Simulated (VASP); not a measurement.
Crystal: BaTiO3.

```
Ba Ti O
1.0
     4.03974    0.00000    0.00000
     0.00000    4.03974    0.00000
     0.00000    0.00000    4.16912
Ba Ti O
1 1 3
Direct
  0.00000 0.00000 0.99717
  0.50000 0.50000 0.47920
  0.50000 0.50000 0.03310
  0.50000 0.00000 0.51676
  0.00000 0.50000 0.51676
```

The cell isn't the ideal one: a relaxed cell with its volume scaled by 1.04.

- Program: VASP 6.6.1
- Task: relaxation of shape and atoms at fixed volume
- Functional: r2SCAN
- Potentials or basis: VASP PAW PBE potentials, release 64 (Ba_sv, Ti_sv, O)
- Cutoff: 600 eV
- k mesh: 8 × 8 × 8
- Occupations: gaussian, width 0.03 eV
- Spin: no spin polarisation

At the start: pressure -6.3 GPa; volume 13.61 Å³/atom.

Task: Where does the relaxation end?

Result: Over 11 steps the energy falls by 4.0 meV/atom; space group P4mm (No. 99, to 0.05 Å).

Step by step:
```
step  energy change (eV)  largest force (eV/Å)  pressure (GPa)
   1              0.0000                0.4300           -6.26
   2             -0.0089                0.0689           -5.32
   3             -0.0090                0.0740           -5.18
   4             -0.0143                0.0762           -4.75
   5             -0.0183                0.0896           -3.83
   6             -0.0192                0.0871           -4.05
   7             -0.0192                0.0738           -4.02
   8             -0.0198                0.0361           -3.92
   9             -0.0199                0.0326           -3.91
  10             -0.0200                0.0113           -3.85
  11             -0.0200                0.0041           -3.82
```

Final structure:
```yaml
crystal:
  lattice:
    - [3.99955, 0.00000, 0.00000]
    - [0.00000, 3.99955, 0.00000]
    - [0.00000, 0.00000, 4.25332]
  atoms:
    - { symbol: Ba, position: [0.00000, 0.00000, 0.98957] }
    - { symbol: Ti, position: [0.50000, 0.50000, 0.47055] }
    - { symbol: O, position: [0.50000, 0.50000, 0.04505] }
    - { symbol: O, position: [0.50000, 0.00000, 0.51891] }
    - { symbol: O, position: [0.00000, 0.50000, 0.51891] }
```

Caveat: the PAW data sets were made with another functional, which shifts forces and pressure a little.
